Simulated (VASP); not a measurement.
Runs of VASP 6.6.1 on LiCl. Symmetry: Fm-3m, No. 225, cubic system. Conventional cell: a = 5.062 Å, b = 5.062 Å, c = 5.062 Å, α = 90.00°, β = 90.00°, γ = 90.00°. Around Li (site symmetry m-3m) lie 6 Cl at 2.53 Å. Around Cl (site symmetry m-3m) lie 6 Li at 2.53 Å. The cell is a database's computed one.

| level | potentials or basis | k mesh | cutoff (eV) | smearing | gap on the mesh (eV) | pressure (GPa) |
| --- | --- | --- | --- | --- | --- | --- |
| PBEsol | VASP PAW PBE potentials, release 64 (Li_sv, Cl) | 8 × 8 × 8 | 700 | gaussian 0.02 eV | 6.36 | 0.0 |
| PBEsol | VASP PAW PBE potentials, release 64 (Li_sv, Cl_h) | 8 × 8 × 8 | 900 | gaussian 0.02 eV | 6.36 | 0.0 |
| PBEsol | VASP PAW PBE potentials, release 64 (Li_sv, Cl) | 8 × 8 × 8 | 520 | gaussian 0.5 eV | 6.37 | - |
| PBEsol | VASP PAW PBE potentials, release 64 (Li_sv, Cl) | 12 × 12 × 12 | 520 | gaussian 0.02 eV | 6.36 | - |
| r2SCAN | VASP PAW PBE potentials, release 64 (Li_sv, Cl) | 8 × 8 × 8 | 520 | gaussian 0.02 eV | (a) | - |

Alike in all rows: task single point; no spin polarisation; cell as given.

Task: Estimate the missing entries.

Result: (a) 7.56.

Caveats: the PAW data sets were made with another functional, which shifts forces and pressure a little; the cutoff is under 1.25 times the usual one of these potentials, so pressure, stress and relaxed cells hold a basis-set (Pulay) error (some runs).

A k mesh can miss the band edges.

Not every run made on this cell is shown here.
